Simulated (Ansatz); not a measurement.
# BN: the cost of one run

Method: DFT LDA+D3(BJ), scalar-relativistic, plane waves, PAW, in Ansatz 0.2.0.

3 further runs of the same task are left out: 3 set aside as unsound or not needed.

### Step 1. The system as given

Symmetry: R3m, No. 160, trigonal system. The conventional cell has a = 2.482 Å, b = 2.482 Å, c = 8.944 Å, α = 90.00°, β = 90.00°, γ = 120.00°. B (site symmetry 3m) is surrounded by 3 N at 1.43 Å. N (site symmetry 3m) is surrounded by 3 B at 1.43 Å.

Coordinates:

```cif
data_structure
_symmetry_space_group_name_H-M 'R3m:H'
_symmetry_Int_Tables_number 160
_cell_length_a 2.4818
_cell_length_b 2.4818
_cell_length_c 8.9443
_cell_angle_alpha 90.000
_cell_angle_beta 90.000
_cell_angle_gamma 120.000
_cell_volume 47.71
loop_
_atom_site_label
_atom_site_type_symbol
_atom_site_symmetry_multiplicity
_atom_site_Wyckoff_symbol
_atom_site_fract_x
_atom_site_fract_y
_atom_site_fract_z
_atom_site_occupancy
B1 B 3 a 0.66667 0.33333 0.33330 1
N1 N 3 a 0.66667 0.33333 0.00094 1
```

It goes back to an entry of the Materials Project, which need not be the stable form.

It is the result of an earlier relaxation at this level (volume 7.95 Å³/atom; gap on the mesh: 3.78 eV).

### Step 2. The scan

The energy is mapped over two homogeneous strains; x, y and z are the crystal's own axes (z along the conventional c), which in the input's Cartesian frame point along (-0.50, 0.87, 0.00), (0.87, 0.50, 0.00), (0.00, 0.00, -1.00).

First coordinate, engineering shear strain xz: 7 values from −22.0 %. Second coordinate, engineering shear strain yz: 7 values from −22.0 %.

Nothing else is relaxed (fractional coordinates fixed). Energies count from the relaxed crystal. Points are written as (first, second).

### Step 3. Point (−7.3 %, −22.0 %)

Contents of input.yaml:

```yaml
crystal:
  lattice:
    - [1.4702972694, 0.975050104, 3.1390502028]
    - [-1.011527486, 0.975050104, 2.94810408]
    - [0.2293848917, -1.1742731819, 2.8571452027]
  atoms:
    - { symbol: B, position: [3.6911e-05, 3.6911e-05, 3.6911e-05] }
    - { symbol: "N", position: [0.332396089, 0.332396089, 0.332396089] }
basis:
  ecutwfc: 520.0
kpoints:
  mp_grid: { grid: [12, 12, 12] }
hamiltonian:
  xc: lda
  pseudopotentials: { kind: paw, azcp: { folder: soft_1 } }
  dispersion: d3bj
scf:
  occupations: { method: gaussian, width: 0.05 }
output:
  forces: true
  stress: true
  eigenvalues: true
  write_density: true
  write_potential: true
  elf: true
  volumetric_format: npy
```

Started as:

```
$ ansatz run input.yaml --threads 1 --pin off --max-ram 2048MiB --backend cpu --events-out ev --progress --plain --runs-dir out
```

**Question.** How long does this run take on 1 thread of AMD EPYC 7R43 (Zen 3), shared host, and how much memory does it need?

About 30 s, with a peak of 0.54 GiB.
